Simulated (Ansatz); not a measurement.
Sr:

```
CELL_PARAMETERS angstrom
-2.43500 2.43500 2.43500
2.43500 -2.43500 2.43500
2.43500 2.43500 -2.43500
ATOMIC_POSITIONS crystal
Sr 0.00000 0.00000 0.00000
```

This isn't the form of Sr at room conditions, which is fcc.

```yaml
Program: Ansatz 0.2.0
Task: single point
Functional: PBE
Potentials_or_basis: Ansatz PAW
Cutoff: "420 eV (not typed: the program's choice for these potentials)"
k_mesh: 8 × 8 × 8
Occupations: fermi-dirac, width 0.05 eV
Spin: no spin polarisation
```

On this cell: pressure -0.7 GPa; band gap on the k mesh none (metal or under the smearing width).

The same run follows on a disturbed copy (cell strained at random at fixed volume):

```xyz
1
Lattice="-2.3802 2.4776 2.4247 2.3779 -2.5186 2.4635 2.3656 2.5040 -2.4657" Properties=species:S:1:pos:R:3 pbc="T T T"
Sr   -0.0510   -0.0162    0.0820
```

Question: What changes?

Answer: The energy (extrapolated to zero smearing) moves by +1.0 meV/atom; pressure -0.7 GPa; band gap on the k mesh none (metal or under the smearing width).

Stress tensor (GPa, compression positive):
```
-0.64  0.08  0.01
 0.08 -0.70  0.20
 0.01  0.20 -0.69
```

Caveats: the cell was measured hot, at 901 K.
